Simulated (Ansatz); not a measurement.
SiO₂ in the anatase structure was relaxed with 4 functionals in Ansatz 0.2.0, cell and atoms free, the symmetry of the start kept (meshes: PBE 10×10×10, r2SCAN 10×10×10, PBEsol 10×10×10, LDA 10×10×10). These are computed values for a spin-unpolarised cell that may be hypothetical; none is a measurement.

The LDA result:
```cif
data_structure
_symmetry_space_group_name_H-M 'I4_1/amd:1'
_symmetry_Int_Tables_number 141
_cell_length_a 3.4700
_cell_length_b 3.4700
_cell_length_c 8.3843
_cell_angle_alpha 90.000
_cell_angle_beta 90.000
_cell_angle_gamma 90.000
_cell_volume 100.95
loop_
_atom_site_label
_atom_site_type_symbol
_atom_site_symmetry_multiplicity
_atom_site_Wyckoff_symbol
_atom_site_fract_x
_atom_site_fract_y
_atom_site_fract_z
_atom_site_occupancy
Si1 Si 4 a 0.00000 0.50000 0.25000 1
O1 O 8 e 0.00000 0.50000 0.04110 1
```

Space group I4_1/amd (No. 141), tetragonal; conventional cell a = 3.470 Å, c = 8.384 Å, 8.41 Å³ an atom. Around Si lie 6 O at 1.75–1.77 Å; around O lie 3 Si at 1.75–1.77 Å.

Q: Order the functionals by the relaxed volume, smallest first.
A. LDA
B. PBEsol
C. r2SCAN
D. PBE

A: A (8.41 Å³/atom), C (8.53 Å³/atom), B (8.63 Å³/atom), D (8.83 Å³/atom).

Q: How does the cell change with PBE?

A: a = 3.527 Å, c = 8.520 Å; the volume differs by +5.0 % from LDA's. Si is surrounded by 6 O at 1.77–1.80 Å; O is surrounded by 3 Si at 1.77–1.80 Å.

Q: What lattice does r2SCAN give?

A: a = 3.490 Å, c = 8.406 Å; the volume differs by +1.4 % from LDA's. Si is surrounded by 6 O at 1.76–1.78 Å; O is surrounded by 3 Si at 1.76–1.78 Å.

Q: Held at the r2SCAN cell, what mean stress do LDA and PBE find, and does its sign point to their own minimum?

A: Yes. LDA -4.14 GPa, and its relaxed volume is -1.4 % from r2SCAN's; PBE +8.82 GPa, and its relaxed volume is +3.5 % from r2SCAN's. Compression counts positive, so a positive stress asks for a larger cell.
